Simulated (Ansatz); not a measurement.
# Hf: the cost of one run

Program: Ansatz 0.2.0. Level of theory: DFT PBEsol, scalar-relativistic, plane waves, PAW. These are calculated values, not measurements.

2 further runs of the same task are left out: 1 that didn't finish, 1 set aside as unsound or not needed.

## (1) Starting point

The structure is cubic, space group Fm-3m (No. 225). The conventional cell has a = 4.440 Å, b = 4.440 Å, c = 4.440 Å, α = 90.00°, β = 90.00°, γ = 90.00°. Hf (site symmetry m-3m) is surrounded by 12 Hf at 3.14 Å.

Structure file:

```
CELL_PARAMETERS angstrom
0.00000 2.22000 2.22000
2.22000 0.00000 2.22000
2.22000 2.22000 0.00000
ATOMIC_POSITIONS crystal
Hf 0.00000 0.00000 0.00000
```

The structure comes from the Crystallography Open Database.

## (2) A change within the space group

What differs from the listed cell: strain xx, yy, zz, yz, xz, xy = +4.0, +4.0, +4.0, +0.0, +0.0, +0.0 %.

File input.yaml:

```yaml
crystal:
  lattice:
    - [0.0, 2.3098434, 2.3098434]
    - [2.3098434, 0.0, 2.3098434]
    - [2.3098434, 2.3098434, 0.0]
  atoms:
    - { symbol: Hf, position: [0.0, 0.0, 0.0] }
basis:
  ecutwfc: 420
kpoints:
  mp_grid: { grid: [16, 16, 16] }
hamiltonian:
  xc: pbesol
scf:
  occupations: { method: gaussian, width: 0.1 }
output:
  forces: true
  stress: true
  eigenvalues: true
```

Started as:

```
$ ansatz run input.yaml --threads 1 --pin off --max-ram 1331MiB --backend cpu --events-out ev --progress --plain --runs-dir out
```

**Question.** How long does this run take on 1 thread of an x86-64 CPU, shared host, and how much memory does it need?

About 5.1 s, with a peak of 0.36 GiB.
